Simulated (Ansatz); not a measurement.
Runs of Ansatz 0.2.0 on BAs. It takes space group F-43m (No. 216, cubic). Conventional cell: a = 4.777 Å, b = 4.777 Å, c = 4.777 Å, α = 90.00°, β = 90.00°, γ = 90.00°. Around As (site symmetry -43m) lie 4 B at 2.07 Å. B (site symmetry -43m) is surrounded by 4 As at 2.07 Å. 

```csv
task,level,potentials or basis,spin,cell,k mesh,cutoff (eV),smearing,gap on the mesh (eV),pressure (GPa),relaxed volume (Å³/atom)
band structure,LDA,"all-electron LAPW, relativistic spinors","SOC, no magnetisation",as given,7 × 7 × 7,320,fermi-dirac 0.05 eV,1.08,-3.9,-
single point,PBE,"all-electron LAPW, scalar-relativistic",off,as given,10 × 10 × 10,315,gaussian 0.014 eV,1.19,2.7,-
relaxation of cell and atoms,revPBE+D4,"all-electron LAPW, scalar-relativistic",off,relaxed,10 × 10 × 10,-,fermi-dirac 0.05 eV,(b),0.0,(a)
relaxation of cell and atoms,BLYP+D3(BJ),"all-electron LAPW, scalar-relativistic",off,relaxed,10 × 10 × 10,-,fermi-dirac 0.05 eV,1.41,0.0,13.56
single point,PBE,"all-electron LAPW, scalar-relativistic",off,as given,10 × 10 × 10,315,gaussian 0.015 eV,1.19,2.7,-
relaxation of cell and atoms,RPBE,"all-electron LAPW, scalar-relativistic",off,relaxed,10 × 10 × 10,-,fermi-dirac 0.05 eV,1.26,0.0,14.18
```

Alike in all rows: basis error allowed 0.001 eV/atom.

Fill in the values left out.

(a) 13.21; (b) 1.17.

A k mesh can miss the band edges, and rows without SOC leave out spin-orbit coupling on As.
